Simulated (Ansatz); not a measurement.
An ordered 8-atom cell of AgGaS₂ on the zincblende lattice (I-42d) was relaxed with 4 functionals in Ansatz, cell and atoms free, the symmetry of the start kept (meshes: PBE 6×6×6, r2SCAN 6×6×6, PBEsol 6×6×6, LDA 6×6×6). The calculation is spin-unpolarised, and the structure need not be a phase that has been made.

The PBEsol result:
```
Ag S Ga
1.0
    -2.82718    2.82718    5.24255
     2.82718   -2.82718    5.24255
     2.82718    2.82718   -5.24255
Ag S Ga
2 4 2
Direct
  0.00000 0.00000 0.00000
  0.75000 0.25000 0.50000
  0.37500 0.40681 0.53181
  0.15681 0.62500 0.03181
  0.87500 0.84319 0.46819
  0.59319 0.12500 0.96819
  0.50000 0.50000 0.00000
  0.25000 0.75000 0.50000
```

It is tetragonal, I-42d (No. 122); a = 5.654 Å, c = 10.485 Å in the conventional setting, 20.95 Å³ an atom. Ag is surrounded by 4 S at 2.50 Å; S is surrounded by 2 Ga at 2.29 Å and 2 Ag at 2.50 Å; Ga is surrounded by 4 S at 2.29 Å.

(1) Order the functionals by the relaxed volume, smallest first.
A. PBE
B. PBEsol
C. LDA
D. r2SCAN

(2) What lattice does LDA give?

(3) What lattice does r2SCAN give?

(4) Held at the r2SCAN cell, what mean stress do LDA and PBE find, and does its sign point to their own minimum?

Answers

(1) C (20.27 Å³/atom), B (20.95 Å³/atom), D (21.52 Å³/atom), A (22.12 Å³/atom).

(2) a = 5.576 Å, c = 10.430 Å; the volume differs by -3.3 % from PBEsol's. Around Ag lie 4 S at 2.47 Å; around S lie 2 Ga at 2.27 Å and 2 Ag at 2.47 Å; around Ga lie 4 S at 2.27 Å.

(3) a = 5.756 Å, c = 10.393 Å; the volume differs by +2.7 % from PBEsol's. Around Ag lie 4 S at 2.56 Å; around S lie 2 Ga at 2.29 Å and 2 Ag at 2.56 Å; around Ga lie 4 S at 2.29 Å.

(4) Yes. LDA -3.92 GPa, and its relaxed volume is -5.8 % from r2SCAN's; PBE +2.04 GPa, and its relaxed volume is +2.8 % from r2SCAN's. Compression counts positive, so a positive stress asks for a larger cell.
